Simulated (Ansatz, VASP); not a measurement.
One calculation of KCl, two programs

```
K Cl
1.0
     3.73272    0.00000    0.00000
     0.00000    3.73272    0.00000
     0.00000    0.00000    3.73272
K Cl
1 1
Direct
  0.00000 0.00000 0.00000
  0.50000 0.50000 0.50000
```

Alike in both runs: task single point; functional r2SCAN; k mesh 6 × 6 × 6; no spin polarisation.

```csv
,VASP,Ansatz
version,VASP 6.6.1,Ansatz 0.2.0
potentials or method,"VASP PAW PBE potentials, release 64 (K_sv, Cl)","plane waves, PAW"
plane-wave cutoff (eV),520,500
occupations,"gaussian, width 0.01 eV",fixed
valence electrons in the cell,16,16
```

Ansatz gave:

| Quantity | Value |
| --- | --- |
| gap on the k mesh at the Fermi level (eV) | 5.95 |
| pressure (GPa) | 0.8 |

Task: What did VASP give for the same quantities?

Result: gap on the k mesh at the Fermi level (eV): 5.96; pressure (GPa): 0.7.

Caveats: the PAW data sets were made with another functional, which shifts forces and pressure a little (VASP). A k mesh can miss the band edges. r2SCAN opens gaps a little over a GGA but as a rule still falls short of measured ones.
